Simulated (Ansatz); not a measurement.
A (111) slab of TiN (Fm-3m (No. 225)), 11 planes, outer planes N (top) and N (bottom), with 11 atoms (Ti5N6) in a surface cell of A = 7.653 Å², as cut from the bulk:

```
CELL_PARAMETERS angstrom
2.97263 0.00000 0.00000
-1.48632 2.57437 0.00000
0.00000 0.00000 27.13571
ATOMIC_POSITIONS crystal
N 0.33333 0.66667 0.27639
Ti 0.66667 0.33333 0.32111
N 0.00000 0.00000 0.36583
Ti 0.33333 0.66667 0.41056
N 0.66667 0.33333 0.45528
Ti 0.00000 0.00000 0.50000
N 0.33333 0.66667 0.54472
Ti 0.66667 0.33333 0.58944
N 0.00000 0.00000 0.63417
Ti 0.33333 0.66667 0.67889
N 0.66667 0.33333 0.72361
```

Computed with Ansatz, DFT PBEsol, scalar-relativistic, plane waves, PAW. Cutoff 420 eV; k points 12×12×1 on the computed 11-atom cell (Γ-centred); Gaussian smearing, width 0.10 eV; no spin polarisation. The cell repeats along c with a dipole correction in the vacuum.

The relaxed slab holds 5 formula units of TiN and 1 further N. Against those formula units in the bulk and the further N in its standard state it lies 1.761 eV higher. The formation energy of TiN from the standard states is -3.856 eV a formula unit (uncorrected, no zero-point or thermal terms).

**Question.** Over what range can the chemical potential of N vary, and what is the surface energy at both ends?

**Answer.** In contact with the bulk, μ(N) + μ(Ti) is fixed. With Δμ counted from the standard states, Δμ(N) ≤ 0 keeps elemental N from forming, and Δμ(Ti) ≤ 0 requires Δμ(N) ≥ ΔH = -3.856 eV. Other compounds of N and Ti can narrow this range. Then γ, the mean of both faces, = [1.761 eV − 1.00·Δμ(N)]/(2A). At the N-rich end (Δμ = 0): 1.761/(2 × 7.653) × 16.02 = 1.84 J/m². At the N-poor end: (1.761 + 3.856)/(2 × 7.653) × 16.02 = 5.88 J/m².

**Question.** How does its energy depend on growth conditions?

**Answer.** It carries an excess of N, so its energy falls by 1.05 J/m² for each eV that μ(N) rises: N-rich conditions lower it; whether it appears depends on the other terminations.

Spin polarisation was left out, and a magnetic state may lie lower.